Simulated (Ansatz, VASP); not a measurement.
**Ag in VASP and in Ansatz**

```
Ag
1.0
     4.61589    0.00000    0.00000
    -2.30795    3.99748    0.00000
     0.00000    0.00000    2.76443
Ag
3
Direct
  0.00000 0.00000 0.00000
  0.33333 0.66667 0.50000
  0.66667 0.33333 0.50000
```

Alike in both runs: task single point; functional LDA; k mesh 9 × 9 × 13; occupations fermi-dirac, width 0.1 eV; no spin polarisation.

|  | VASP | Ansatz |
| --- | --- | --- |
| version | VASP 6.6.1 | Ansatz 0.2.0 |
| potentials or method | VASP PAW LDA potentials, release 64 (Ag) | plane waves (420 eV) with PAW, scalar-relativistic |
| plane-wave cutoff (eV) | 520 | 420 |
| valence electrons in the cell | 33 | 57 |

```tsv
	VASP	Ansatz	Ansatz less VASP
pressure (GPa)	-4.5	-4.6	-0.13
largest component of the traceless stress (GPa)	0.22	0.23	+0.002
```

The two sets of potentials don't hold the same shells in valence. Ansatz warned: «pseudo_functional_mismatch».
